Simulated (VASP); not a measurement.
YN, 2 atoms in the cell. Symmetry: Fm-3m, No. 225, cubic system. The conventional cell has a = 4.877 Å, b = 4.877 Å, c = 4.877 Å, α = 90.00°, β = 90.00°, γ = 90.00°. Y (site symmetry m-3m) has 6 N at 2.44 Å as nearest neighbours. Around N (site symmetry m-3m) lie 6 Y at 2.44 Å. 

- Program: VASP 6.6.1
- Task: single point
- Functional: PBE
- Potentials or basis: VASP PAW PBE potentials, release 64 (Y_sv, N)
- Cutoff: 520 eV
- k mesh: 9 × 9 × 9
- Occupations: fermi-dirac, width 0.05 eV
- Spin: no spin polarisation
- Further INCAR settings: ALGO = Normal; EDIFF = 1e-07; NBANDS = 15

Potentials or basis: VASP PAW PBE potentials, release 64 (Y_sv, N).

Run with:

```sh
$ cat potpaw_PBE.64/Y_sv/POTCAR potpaw_PBE.64/N/POTCAR > POTCAR
$ mpirun -np 1 vasp_std > vasp.out
```

Hardware: 1 thread of AMD EPYC 7R43 64-Core Processor (Zen 3), with other jobs on the host.

Problem. Estimate the wall time of this run.

Solution. It took 55 s on 1 thread of AMD EPYC 7R43 64-Core Processor (Zen 3), with other jobs on the host, peak memory 0.14 GiB. Counts: scf iterations 14, k points 35.
